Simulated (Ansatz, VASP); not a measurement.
# P: VASP beside Ansatz

```
P
1.0
    -3.93905    3.93905    3.21916
     3.93905   -3.93905    3.21916
     3.93905    3.93905   -3.21916
P
8
Cartesian
  3.4699 2.4427 -0.2142
  0.4692 1.4964 3.0050
  5.4354 0.4692 1.3954
  2.4427 -0.4692 1.3954
  4.4082 -1.4964 1.8238
  3.4699 1.4964 1.8238
  2.4427 4.4082 0.2142
  1.4964 -0.4692 3.4334
```

Alike in both runs: task single point; functional PBE; k mesh 4 × 4 × 4; occupations gaussian, width 0.1 eV; no spin polarisation.

|  | VASP | Ansatz |
| --- | --- | --- |
| version | VASP 6.6.1 | Ansatz 0.2.0 |
| potentials or method | VASP PAW PBE potentials, release 64 (P) | scalar-relativistic, plane waves, PAW |
| plane-wave cutoff (eV) | 520 | 420 |
| valence electrons in the cell | 40 | 40 |

```tsv
	VASP	Ansatz	Ansatz less VASP
gap on the k mesh at the Fermi level (eV)	1.63	1.60	-0.031
least direct gap on the mesh (eV)	1.71	1.68	-0.027
pressure (GPa)	-0.2	0.0	+0.26
rms of the force components (eV/Å)	0.037	0.004	-0.0330
```

Atom by atom the forces differ by 0.038 eV/Å (rms over components). The functional is the same, so the differences come from potentials, cutoffs and numerics.

A k mesh can miss the band edges.
